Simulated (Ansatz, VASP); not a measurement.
Zr in VASP and in Ansatz

```
CELL_PARAMETERS angstrom
3.23200 0.03232 0.03232
-1.58801 2.78283 0.01183
0.05147 0.05147 5.14700
ATOMIC_POSITIONS crystal
Zr 0.33333 0.66667 0.25000
Zr 0.66667 0.33333 0.75000
```

Change from the starting cell: equal xy, yz and zx shear strains of +2 %.

Alike in both runs: task single point; functional PBE; k mesh 13 × 13 × 7; occupations fermi-dirac, width 0.08 eV; no spin polarisation.

|  | VASP | Ansatz |
| --- | --- | --- |
| version | VASP 6.6.1 | Ansatz 0.2.0 |
| potentials or method | VASP PAW PBE potentials, release 64 (Zr_sv), cutoff 520 eV | all-electron LAPW, scalar-relativistic |

```tsv
	VASP	Ansatz	Ansatz less VASP
pressure (GPa)	0.5	0.5	-0.01
largest component of the traceless stress (GPa)	0.88	0.88	+0.001
rms of the force components (eV/Å)	0.021	0.021	0.0000
```

Atom by atom the forces differ by 0.000 eV/Å (rms over components). Ansatz ran all-electron here, so the differences hold the error of VASP's frozen core and of both bases.
